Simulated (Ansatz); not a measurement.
# Ag: the cost of one run

All numbers below are computed with Ansatz 0.2.0 (DFT PBE, plane waves, PAW, scalar-relativistic, no spin polarisation).

## 1. The starting structure

The cell holds 28 atoms (Ag28): a = 8.803 Å, b = 8.803 Å, c = 16.150 Å, α = 90.00°, β = 90.00°, γ = 90.00°.

The coordinates stand in the first input below.

## 2. Relaxing end A

File input.yaml:

```yaml
crystal:
  lattice:
    - [8.8034794258, 0.0, 0.0]
    - [0.0, 8.8034794258, 0.0]
    - [0.0, 0.0, 16.15]
  atoms:
    - { symbol: Ag, position: [0.0, 0.0, 0.37151703] }
    - { symbol: Ag, position: [0.33333333, 0.0, 0.37151703] }
    - { symbol: Ag, position: [0.66666667, 0.0, 0.37151703] }
    - { symbol: Ag, position: [0.0, 0.33333333, 0.37151703] }
    - { symbol: Ag, position: [0.33333333, 0.33333333, 0.37151703] }
    - { symbol: Ag, position: [0.66666667, 0.33333333, 0.37151703] }
    - { symbol: Ag, position: [0.0, 0.66666667, 0.37151703] }
    - { symbol: Ag, position: [0.33333333, 0.66666667, 0.37151703] }
    - { symbol: Ag, position: [0.66666667, 0.66666667, 0.37151703] }
    - { symbol: Ag, position: [0.16666667, 0.16666667, 0.5] }
    - { symbol: Ag, position: [0.5, 0.16666667, 0.5] }
    - { symbol: Ag, position: [0.83333333, 0.16666667, 0.5] }
    - { symbol: Ag, position: [0.16666667, 0.5, 0.5] }
    - { symbol: Ag, position: [0.5, 0.5, 0.5] }
    - { symbol: Ag, position: [0.83333333, 0.5, 0.5] }
    - { symbol: Ag, position: [0.16666667, 0.83333333, 0.5] }
    - { symbol: Ag, position: [0.5, 0.83333333, 0.5] }
    - { symbol: Ag, position: [0.83333333, 0.83333333, 0.5] }
    - { symbol: Ag, position: [0.0, 0.0, 0.62848297] }
    - { symbol: Ag, position: [0.33333333, 0.0, 0.62848297] }
    - { symbol: Ag, position: [0.66666667, 0.0, 0.62848297] }
    - { symbol: Ag, position: [0.0, 0.33333333, 0.62848297] }
    - { symbol: Ag, position: [0.33333333, 0.33333333, 0.62848297] }
    - { symbol: Ag, position: [0.66666667, 0.33333333, 0.62848297] }
    - { symbol: Ag, position: [0.0, 0.66666667, 0.62848297] }
    - { symbol: Ag, position: [0.33333333, 0.66666667, 0.62848297] }
    - { symbol: Ag, position: [0.66666667, 0.66666667, 0.62848297] }
    - { symbol: Ag, position: [0.1689385, 0.16780258, 0.74411765] }
basis:
  ecutwfc: 420.0
kpoints:
  mp_grid: { grid: [3, 3, 1] }
hamiltonian:
  xc: pbe
scf:
  occupations: { method: gaussian, width: 0.1 }
  lower_state_search: "off"
relax:
  f_tol: 0.02
  max_steps: 60
  adjacent_minimum: "off"
  constraints: [{ sites: [0, 1, 2, 3, 4, 5, 6, 7, 8] }]
```

Started as:

```console
$ ansatz run input.yaml --threads 8 --pin off --max-ram 20480MiB --backend cpu --events-out ev --progress --plain --runs-dir out
```

**Question.** How long does this run take on 8 threads of Intel Xeon Platinum 8259CL at 2.50GHz (Skylake/Cascade Lake), shared host, and how much memory does it need?

About 93 s, with a peak of 7.5 GiB.
